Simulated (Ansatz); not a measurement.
Runs of Ansatz 0.2.0 on ZnO. It takes space group P6_3/mmc (No. 194, hexagonal). The conventional cell has a = 3.288 Å, b = 3.288 Å, c = 7.130 Å, α = 90.00°, β = 90.00°, γ = 120.00°. Zn (site symmetry -6m2) has 3 O at 1.90 Å as nearest neighbours. O (site symmetry -6m2) has 3 Zn at 1.90 Å as nearest neighbours. Measurements of this composition are mostly on another form, of space group No. 186.

```csv
task,level,cell,smearing,gap on the mesh (eV),pressure (GPa)
single point,RPBE,as given,gaussian 0.02 eV,0.95,2.4
single point,LDA,as given,gaussian 0.05 eV,0.75,(a)
Born charges and dielectric tensor,PBE+D3(BJ),as given,fixed,(b),-
relaxation of cell and atoms,LDA,relaxed,gaussian 0.05 eV,0.70,0.0
```

Alike in all rows: potentials or basis Ansatz PAW; no spin polarisation; k mesh 9 × 9 × 4; cutoff (eV) 420.

Task: Estimate the missing entries.

Result: (a) -8.2; (b) 0.82.

Caveats: odd divisions of the mesh miss points on the zone boundary, where band edges often lie, so the gap on the mesh can be too wide; the PAW data sets come from PBE, with cores solved anew for the run's functional, which leaves a small shift of forces and pressure (some runs); the plane-wave basis is chosen anew once the cell has moved, so the energies of steps on either side of that aren't comparable (some runs).

A k mesh can miss the band edges.
